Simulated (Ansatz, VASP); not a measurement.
Co in VASP and in Ansatz

```
CELL_PARAMETERS angstrom
2.26879 0.00000 0.00000
0.00000 2.26879 0.00000
0.00000 0.00000 2.26879
ATOMIC_POSITIONS crystal
Co 0.00000 0.00000 0.00000
```

Alike in both runs: task single point; functional revPBE; k mesh 15 × 15 × 15; occupations fermi-dirac, width 0.1 eV; no spin polarisation.

|  | VASP | Ansatz |
| --- | --- | --- |
| version | VASP 6.6.1 | Ansatz 0.2.0 |
| potentials or method | VASP PAW PBE potentials, release 64 (Co) | plane waves (420 eV) with PAW, scalar-relativistic |
| plane-wave cutoff (eV) | 520 | 420 |
| valence electrons in the cell | 9 | 17 |

|  | VASP | Ansatz | Ansatz less VASP |
| --- | --- | --- | --- |
| pressure (GPa) | 6.8 | 7.7 | +0.86 |

The two sets of potentials don't hold the same shells in valence.

Caveats: the PAW data sets were made with another functional, which shifts forces and pressure a little (VASP); the run has no spin polarisation, though such a crystal can be magnetic. Spin polarisation is off, so any magnetic state and its effect on volume and gap are missing.
